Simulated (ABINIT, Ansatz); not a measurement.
# SiC (Moissanite 3C): third-order response, part 2 of 3

Wanted: vibrational spectra of SiC (Moissanite 3C) from linear and non-linear response.

ABINIT 10.8.3; DFT LDA, scalar-relativistic, plane waves, PseudoDojo norm-conserving pseudopotentials.

So far. Step 3 (Ground state): The cell stands at -0.34 GPa: the relaxation ran with a smoothed cutoff and on another k mesh. Step 5 (Zone-centre response): The acoustic modes at Γ come out as far as 0.4 cm⁻¹ from zero, where they should vanish, a small numerical error; the Born charges miss their sum rule by 0.0014 e, which is good. The relaxed cell has a = 4.326 Å (conventional setting).

### Step 6. Zone-centre analysis

anaddb reads the merged derivatives, imposes the acoustic sum rule and charge neutrality, and adds the LO-TO term along chosen directions.

Contents of anaddb.abi:

```
ddb_filepath "gamma_DDB"
output_file "anaddb.abo"
outdata_prefix "anaddb"
asr 1
chneut 1
enunit 2
eivec 1
nph1l 1
qph1l 0.0 0.0 0.0 1.0
dieflag 1
nph2l 3
qph2l 
    1.0 0.0 0.0 0.0
    0.0 0.0 1.0 0.0
    1.0 1.0 1.0 0.0
nlflag 1
ramansr 1
alphon 1
prtmbm 1
```

Contents of mrgddb.in:

```
gamma_DDB
merged
3
dfpt_gammao_DS2_DDB
dfpt_gammao_DS3_DDB
gso_DDB
```

Command:

```console
$ mrgddb < mrgddb.in > mrgddb.log
$ OMP_NUM_THREADS=1 anaddb anaddb.abi > anaddb.log
```

anaddb.abo, the main output file:

```text
[banners, grids, parts of the stress and lines that vanish by symmetry left out]
-outvars_anaddb: echo values of input variables ----------------------

 Flags :
[...]
Dielectric Tensor and Effective Charges
[...]
Effective charge tensors after
[...]
1          1        0.000000002        0.000000000        0.000000000
[...]
1          2       -0.000000002        0.000000002       -0.051175260
[...]
1          3        0.000000002       -0.051175260        0.000000002
[...]
2          1       -0.000000002       -0.000000000       -0.000000000
[...]
2          2        0.000000002       -0.000000002        0.051175260
[...]
2          3       -0.000000002        0.051175260       -0.000000002
[...]
Phonon wavevector (reduced coordinates) :  0.00000  0.00000  0.00000
 Phonon energies in Hartree :
[...]
Phonon energies in meV     :
-  0.000000E+00  0.000000E+00  0.000000E+00  9.894051E+01  9.894051E+01
-  9.894051E+01
 Phonon frequencies in cm-1    :
-  0.000000E+00  0.000000E+00  0.000000E+00  7.980090E+02  7.980090E+02
-  7.980090E+02
 Phonon frequencies in Thz     :
-  0.000000E+00  0.000000E+00  0.000000E+00  2.392371E+01  2.392371E+01
-  2.392371E+01
 Phonon energies in Kelvin  :
-  0.000000E+00  0.000000E+00  0.000000E+00  1.148157E+03  1.148157E+03
-  1.148157E+03
[...]
-  1  0.00000000E+00  0.00000000E+00 -3.69884976E-03
-     0.00000000E+00  0.00000000E+00  0.00000000E+00
-  2  0.00000000E+00  0.00000000E+00 -3.69885048E-03
-     0.00000000E+00  0.00000000E+00  0.00000000E+00
[...]
-  1  0.00000000E+00 -3.69884976E-03  0.00000000E+00
-     0.00000000E+00  0.00000000E+00  0.00000000E+00
-  2  0.00000000E+00 -3.69885048E-03  0.00000000E+00
-     0.00000000E+00  0.00000000E+00  0.00000000E+00
[...]
-  1  3.69884976E-03  0.00000000E+00  0.00000000E+00
-     0.00000000E+00  0.00000000E+00  0.00000000E+00
-  2  3.69885048E-03  0.00000000E+00  0.00000000E+00
-     0.00000000E+00  0.00000000E+00  0.00000000E+00
[...]
-  1  0.00000000E+00  0.00000000E+00  2.41888533E-03
-     0.00000000E+00  0.00000000E+00  0.00000000E+00
-  2  0.00000000E+00  0.00000000E+00 -5.65611443E-03
-     0.00000000E+00  0.00000000E+00  0.00000000E+00
[...]
-  1  0.00000000E+00 -2.41888533E-03  0.00000000E+00
-     0.00000000E+00  0.00000000E+00  0.00000000E+00
-  2  0.00000000E+00  5.65611443E-03  0.00000000E+00
-     0.00000000E+00  0.00000000E+00  0.00000000E+00
[...]
-  1  2.41888533E-03  0.00000000E+00  0.00000000E+00
-     0.00000000E+00  0.00000000E+00  0.00000000E+00
-  2 -5.65611443E-03  0.00000000E+00  0.00000000E+00
-     0.00000000E+00  0.00000000E+00  0.00000000E+00
[...]
-     1          0.000000     0.000000     0.000000     0.000000
-     2          0.000000     0.000000     0.000000     0.000000
-     3         -0.000000    -0.000000    -0.000000     0.000000
-     4         -0.000000    -0.000000     3.573753     3.573753
-     5         -0.000000    -3.573753    -0.000000     3.573753
-     6          3.573753     0.000000     0.000000     3.573753
[...]
-   1     Real    0.0000E+00  0.0000E+00  0.0000E+00  0.0000E+00  0.0000E+00  0.0000E+00  0.0000E+00
[...]
-   2     Real    0.0000E+00  0.0000E+00  0.0000E+00  0.0000E+00  0.0000E+00  0.0000E+00  0.0000E+00
[...]
-   3     Real    0.0000E+00  0.0000E+00  0.0000E+00  0.0000E+00  0.0000E+00  0.0000E+00  0.0000E+00
[...]
-   4     Real    0.0000E+00  0.0000E+00  4.8332E-04  0.0000E+00  0.0000E+00  0.0000E+00  4.8332E-04
[...]
-   5     Real    0.0000E+00  4.8332E-04  0.0000E+00  0.0000E+00  0.0000E+00  0.0000E+00  4.8332E-04
[...]
-   6     Real    4.8332E-04  0.0000E+00  0.0000E+00  0.0000E+00  0.0000E+00  0.0000E+00  4.8332E-04
[...]
-         0.000000000      -0.000000000       0.000000000
-        -0.000000000       0.000000000       0.000000000
[...]
Phonon at Gamma, with non-analyticity in the
[...]
Phonon energies in Hartree :
[...]
Phonon energies in meV     :
-  0.000000E+00  0.000000E+00  0.000000E+00  9.894051E+01  9.894051E+01
-  1.207324E+02
 Phonon frequencies in cm-1    :
-  0.000000E+00  0.000000E+00  0.000000E+00  7.980090E+02  7.980090E+02
-  9.737725E+02
 Phonon frequencies in Thz     :
-  0.000000E+00  0.000000E+00  0.000000E+00  2.392371E+01  2.392371E+01
-  2.919296E+01
 Phonon energies in Kelvin  :
-  0.000000E+00  0.000000E+00  0.000000E+00  1.148157E+03  1.148157E+03
-  1.401041E+03
[...]
-  1  0.00000000E+00  0.00000000E+00 -3.69884976E-03
[...]
-  2  0.00000000E+00  0.00000000E+00 -3.69885048E-03
[...]
Phonon at Gamma, with non-analyticity in the
[...]
Phonon energies in Hartree :
[...]
Phonon energies in meV     :
-  0.000000E+00  0.000000E+00  0.000000E+00  9.894051E+01  9.894051E+01
-  1.207324E+02
 Phonon frequencies in cm-1    :
-  0.000000E+00  0.000000E+00  0.000000E+00  7.980090E+02  7.980090E+02
-  9.737725E+02
 Phonon frequencies in Thz     :
-  0.000000E+00  0.000000E+00  0.000000E+00  2.392371E+01  2.392371E+01
-  2.919296E+01
 Phonon energies in Kelvin  :
-  0.000000E+00  0.000000E+00  0.000000E+00  1.148157E+03  1.148157E+03
-  1.401041E+03
[...]
Phonon at Gamma, with non-analyticity in the
[...]
Phonon energies in Hartree :
[...]
Phonon energies in meV     :
-  0.000000E+00  0.000000E+00  0.000000E+00  9.894051E+01  9.894051E+01
-  1.207324E+02
 Phonon frequencies in cm-1    :
-  0.000000E+00  0.000000E+00  0.000000E+00  7.980090E+02  7.980090E+02
-  9.737725E+02
 Phonon frequencies in Thz     :
-  0.000000E+00  0.000000E+00  0.000000E+00  2.392371E+01  2.392371E+01
-  2.919296E+01
 Phonon energies in Kelvin  :
-  0.000000E+00  0.000000E+00  0.000000E+00  1.148157E+03  1.148157E+03
-  1.401041E+03
[...]
-  1  7.93741084E-06 -3.69875202E-03 -2.56942807E-05
[...]
-  2  7.93749242E-06 -3.69875267E-03 -2.56942058E-05
[...]
-  1  3.69883706E-03  7.89850927E-06  5.63316853E-06
[...]
-  2  3.69883770E-03  7.89843089E-06  5.63308970E-06
[...]
-  1  4.57924330E-04  1.43483833E-03 -1.89276266E-03
[...]
-  2 -1.07077106E-03 -3.35510316E-03  4.42587422E-03
[...]
-  1  1.92119133E-03 -1.35716977E-03 -5.64021561E-04
[...]
-  2 -4.49234938E-03  3.17348964E-03  1.31885975E-03
[...]
-         0.000000000       0.000000000       0.000000001
-         0.000000000       0.000000001      -0.000000000
[...]
-        -0.000000000       0.003778614      -0.002864438
-         0.003778614       0.000000000      -0.000914177
-        -0.002864438      -0.000914177      -0.000000000
[...]
-         0.000000000       0.001125983       0.002709384
-         0.001125983      -0.000000000      -0.003835368
-         0.002709384      -0.003835368      -0.000000000
[...]
Direction                     Dielectric constant
[...]
0.00000   0.00000   1.00000     10.24404275
   1.00000   1.00000   1.00000     10.24404275
-
```

Wall time 1.1 s (1 thread of Arm Neoverse N1, shared host).

Read from the output:

```
mean static dielectric constant      : 10.24
highest mode moved by the LO-TO term : 973.8 cm⁻¹
```

No LO-TO term; unit eigenvectors of the mass-weighted matrix, from anaddb's displacements. Modes at Γ, with each element's share of the kinetic energy:

```tsv
mode	frequency (cm⁻¹)	symmetry	Si %	C %
1	0.0	acoustic	70	30
2	0.0	acoustic	70	30
3	0.0	acoustic	70	30
4	798.0	T2	30	70
5	798.0	T2	30	70
6	798.0	T2	30	70
```

Displacements in mode 4 (798.0 cm⁻¹), the largest set to 1:
```
Si1  0.00  0.00  0.43
C2   0.00  0.00 -1.00
```

Trace of the oscillator strength, degenerate modes summed. Infrared lines, with heights relative to the strongest:

```tsv
position (cm⁻¹)	lines merged	IR intensity, relative
798	3	100
```

From anaddb's Raman susceptibilities, degenerate modes summed; transverse modes, the longitudinal lines of polar modes are not listed. Raman lines, with heights relative to the strongest:

```tsv
position (cm⁻¹)	lines merged	Raman activity (Å⁴/amu), powder, relative
798	3	100
```

Static dielectric tensor (ions relaxed, fixed cell):

```
10.24  0.00  0.00
 0.00 10.24  0.00
 0.00  0.00 10.24
```

Non-linear optical d (pm/V). Tensor:

```tsv
field along	xx	yy	zz	yz	xz	xy
x	0	0	0	10.73	0	0
y	0	0	0	0	10.73	0
z	0	0	0	0	0	10.73
```

The rule moves no optical mode by more than 0.1 cm⁻¹.

### Step 7. Sum rules set otherwise (asr 0)

Without the rule the raw error of the acoustic modes shows.

Changes to anaddb.abi since step 6:

```diff
@@ -3,4 +3,4 @@
 outdata_prefix "anaddb"
-asr 1
-chneut 1
+asr 0
+chneut 0
 enunit 2
```

mrgddb.in is that of step 6.

anaddb.abo, the main output file:

```text
[banners, grids, parts of the stress and lines that vanish by symmetry left out]
-outvars_anaddb: echo values of input variables ----------------------

 Flags :
[...]
Dielectric Tensor and Effective Charges
[...]
Effective charge tensors after
[...]
1          1        0.000000002        0.000000000        0.000000000
[...]
1          2       -0.000000002        0.000000002       -0.051175260
[...]
1          3        0.000000002       -0.051175260        0.000000002
[...]
2          1       -0.000000002       -0.000000000       -0.000000000
[...]
2          2        0.000000002       -0.000000002        0.051175260
[...]
2          3       -0.000000002        0.051175260       -0.000000002
[...]
Phonon wavevector (reduced coordinates) :  0.00000  0.00000  0.00000
 Phonon energies in Hartree :
[...]
Phonon energies in meV     :
-  5.401972E-02  5.401973E-02  5.401977E-02  9.894055E+01  9.894055E+01
-  9.894055E+01
 Phonon frequencies in cm-1    :
-  4.356984E-01  4.356985E-01  4.356988E-01  7.980093E+02  7.980093E+02
-  7.980093E+02
 Phonon frequencies in Thz     :
-  1.306191E-02  1.306191E-02  1.306192E-02  2.392372E+01  2.392372E+01
-  2.392372E+01
 Phonon energies in Kelvin  :
-  6.268728E-01  6.268730E-01  6.268734E-01  1.148157E+03  1.148157E+03
-  1.148157E+03
[...]
-  1  2.58519207E-07  7.44115158E-07  3.69885089E-03
-     0.00000000E+00  0.00000000E+00  0.00000000E+00
-  2  2.58518974E-07  7.44114487E-07  3.69884756E-03
-     0.00000000E+00  0.00000000E+00  0.00000000E+00
[...]
-  1  3.06222583E-07 -3.69885088E-03  7.44093754E-07
-     0.00000000E+00  0.00000000E+00  0.00000000E+00
-  2  3.06222307E-07 -3.69884755E-03  7.44093084E-07
-     0.00000000E+00  0.00000000E+00  0.00000000E+00
[...]
-  1  3.69885095E-03  3.06170570E-07 -2.58580805E-07
-     0.00000000E+00  0.00000000E+00  0.00000000E+00
-  2  3.69884762E-03  3.06170294E-07 -2.58580572E-07
-     0.00000000E+00  0.00000000E+00  0.00000000E+00
[...]
-  1  0.00000000E+00 -1.33715285E-07 -2.41888346E-03
-     0.00000000E+00  0.00000000E+00  0.00000000E+00
-  2 -1.15912140E-07  3.12668722E-07  5.65611628E-03
-     0.00000000E+00  0.00000000E+00  0.00000000E+00
[...]
-  1  0.00000000E+00 -2.41888346E-03  1.33716688E-07
-     0.00000000E+00  0.00000000E+00  0.00000000E+00
-  2 -1.60060073E-07  5.65611628E-03 -3.12672002E-07
-     0.00000000E+00  0.00000000E+00  0.00000000E+00
[...]
-  1  2.41888346E-03  0.00000000E+00  0.00000000E+00
-     0.00000000E+00  0.00000000E+00  0.00000000E+00
-  2 -5.65611629E-03 -1.60066481E-07 -1.15903292E-07
-     0.00000000E+00  0.00000000E+00  0.00000000E+00
[...]
-     1         -0.000000    -0.000000    -0.001009     0.001009
-     2         -0.000000     0.001009     0.000000     0.001009
-     3         -0.001009     0.000000     0.000000     0.001009
-     4         -0.000000     0.000000    -3.574128     3.574128
-     5         -0.000000    -3.574128    -0.000000     3.574128
-     6          3.574128    -0.000000     0.000000     3.574128
[...]
-   1     Real    0.0000E+00  0.0000E+00  2.7850E-11  0.0000E+00  0.0000E+00  0.0000E+00  2.7850E-11
[...]
-   2     Real    0.0000E+00  2.7850E-11  0.0000E+00  0.0000E+00  0.0000E+00  0.0000E+00  2.7850E-11
[...]
-   3     Real    2.7850E-11  0.0000E+00  0.0000E+00  0.0000E+00  0.0000E+00  0.0000E+00  2.7850E-11
[...]
-   4     Real    0.0000E+00  0.0000E+00  4.8342E-04  0.0000E+00  0.0000E+00  0.0000E+00  4.8342E-04
[...]
-   5     Real    0.0000E+00  4.8342E-04  0.0000E+00  0.0000E+00  0.0000E+00  0.0000E+00  4.8342E-04
[...]
-   6     Real    4.8342E-04  0.0000E+00  0.0000E+00  0.0000E+00  0.0000E+00  0.0000E+00  4.8342E-04
[...]
-         0.000000000      -0.000000002       0.000000000
-        -0.000000002      -0.000000000       0.000000000
[...]
Phonon at Gamma, with non-analyticity in the
[...]
Phonon energies in Hartree :
[...]
Phonon energies in meV     :
-  5.401972E-02  5.401973E-02  5.570795E-02  9.894055E+01  9.894055E+01
-  1.207366E+02
 Phonon frequencies in cm-1    :
-  4.356984E-01  4.356985E-01  4.493149E-01  7.980093E+02  7.980093E+02
-  9.738064E+02
 Phonon frequencies in Thz     :
-  1.306191E-02  1.306191E-02  1.347012E-02  2.392372E+01  2.392372E+01
-  2.919398E+01
 Phonon energies in Kelvin  :
-  6.268728E-01  6.268730E-01  6.464639E-01  1.148157E+03  1.148157E+03
-  1.401090E+03
[...]
-  1  0.00000000E+00  7.47132571E-07  3.69885090E-03
[...]
-  2  0.00000000E+00  7.47131898E-07  3.69884756E-03
[...]
Phonon at Gamma, with non-analyticity in the
[...]
Phonon energies in Hartree :
[...]
Phonon energies in meV     :
-  5.401973E-02  5.401977E-02  5.570790E-02  9.894055E+01  9.894055E+01
-  1.207366E+02
 Phonon frequencies in cm-1    :
-  4.356985E-01  4.356988E-01  4.493145E-01  7.980093E+02  7.980093E+02
-  9.738064E+02
 Phonon frequencies in Thz     :
-  1.306191E-02  1.306192E-02  1.347011E-02  2.392372E+01  2.392372E+01
-  2.919398E+01
 Phonon energies in Kelvin  :
-  6.268730E-01  6.268734E-01  6.464633E-01  1.148157E+03  1.148157E+03
-  1.401090E+03
[...]
Phonon at Gamma, with non-analyticity in the
[...]
Phonon energies in Hartree :
[...]
Phonon energies in meV     :
-  5.401973E-02  5.401976E-02  5.570792E-02  9.894055E+01  9.894055E+01
-  1.207366E+02
 Phonon frequencies in cm-1    :
-  4.356985E-01  4.356987E-01  4.493147E-01  7.980093E+02  7.980093E+02
-  9.738064E+02
 Phonon frequencies in Thz     :
-  1.306191E-02  1.306192E-02  1.347012E-02  2.392372E+01  2.392372E+01
-  2.919398E+01
 Phonon energies in Kelvin  :
-  6.268729E-01  6.268732E-01  6.464636E-01  1.148157E+03  1.148157E+03
-  1.401090E+03
[...]
-  1  2.99776423E-03 -1.81624399E-03 -1.18159465E-03
[...]
-  2  2.99776153E-03 -1.81624235E-03 -1.18159358E-03
[...]
-  1  2.13567914E-03  2.13563230E-03  2.13561665E-03
[...]
-  2  2.13530967E-03  2.13526283E-03  2.13524717E-03
[...]
-  1  4.58304699E-04  1.43456824E-03 -1.89287294E-03
[...]
-  2 -1.07166166E-03 -3.35447529E-03  4.42613695E-03
[...]
-  1  1.92109907E-03 -1.35745304E-03 -5.63646021E-04
[...]
-  2 -4.49213857E-03  3.17415551E-03  1.31798306E-03
[...]
-         0.000000341       0.000000000       0.000000341
-         0.000000341       0.000000341      -0.000000000
[...]
-        -0.000000000       0.003778837      -0.002863901
-         0.003778837       0.000000000      -0.000914937
-        -0.002863901      -0.000914937      -0.000000000
[...]
-         0.000000000       0.001125235       0.002709951
-         0.001125235      -0.000000000      -0.003835187
-         0.002709951      -0.003835187      -0.000000000
[...]
Direction                     Dielectric constant
[...]
0.00000   0.00000   1.00000     10.24474838
   1.00000   1.00000   1.00000     10.24474838
-
```

The job ended after 1.1 s (1 thread).

Zone-centre frequencies as printed; negative means imaginary. Modes:

```tsv
mode	frequency (cm⁻¹)
1	0.44
2	0.44
3	0.44
4	798
5	798
6	798
```

[end of part 2 of 3]

[Host names and launcher messages were left out of these logs when they were recorded.]

[Logs are printed without paths, hosts, clocks, repeated set-up lines and the standing remarks that a program may print on its own settings, such as how far it seeks lower states.]

[Hosts, paths, dates, database ids (printed as entryN), source tags and the programs' standing remarks are cut or masked in the printed files.]
